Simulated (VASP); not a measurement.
Wanted: the native input for a VASP 6.6.1 run.

```yaml
Task: electrostatic potential
Functional: r2SCAN
Dispersion: rVV10
Potentials_or_basis: VASP PAW PBE potentials, release 64 (Ti_sv, N)
Cutoff: 520 eV
k_mesh: 18 × 18 × 18
Occupations: methfessel-paxton, width 0.1 eV
Spin: no spin polarisation
Further_INCAR_settings: ALGO = Normal; EDIFF = 1e-06
```

The structure of TiN lies in POSCAR:

```
TiN                                     
1.0
    0.0000000000      2.1163773639      2.1163773639
    2.1163773639      0.0000000000      2.1163773639
    2.1163773639      2.1163773639      0.0000000000
  Ti              N             
     1     1
Direct
     0.0000000000000000    0.0000000000000000    0.0000000000000000
     0.5000000000000000    0.5000000000000000    0.5000000000000000
```

The cell was built by a generator and needn't be a form met in nature.

One way to write it, as run:

INCAR

```
ALGO     = Normal         # electronic algorithm
BPARAM   = 11.95        
CPARAM   = 0.0093       
EDIFF    = 1E-6           # SCF threshold, eV
ENCUT    = 520            # plane-wave cutoff, eV
ISIF     = 2              # what is computed and relaxed
ISMEAR   = 1              # smearing method
IVDW_NL  = 2            
LASPH    = True           # aspherical terms in the spheres
LCHARG   = True           # write CHGCAR
LMIXTAU  = True         
LREAL    = False          # projectors in reciprocal space
LUSE_VDW = True         
LVHAR    = True         
LWAVE    = False          # write WAVECAR
METAGGA  = R2SCAN         # meta-GGA
NELM     = 80             # most SCF steps
PREC     = Accurate       # precision mode
SIGMA    = 0.1            # smearing width, eV
```

KPOINTS

```
k-points
0
Gamma
  18 18 18
```

Potentials or basis: VASP PAW PBE potentials, release 64 (Ti_sv, N).

Command:

```bash
$ cat potpaw_PBE.64/Ti_sv/POTCAR potpaw_PBE.64/N/POTCAR > POTCAR
$ mpirun -np 1 vasp_std > vasp.out
```

It gave:

- Pressure: -0.1 GPa
- Band gap on the k mesh: none (metal or under the smearing width)

Caveat: the PAW data sets were made with another functional, which shifts forces and pressure a little.

Wall time 4.2 min on 1 thread of AMD EPYC 9R14 (Zen 4), with other jobs on the host, peak memory 0.22 GiB.
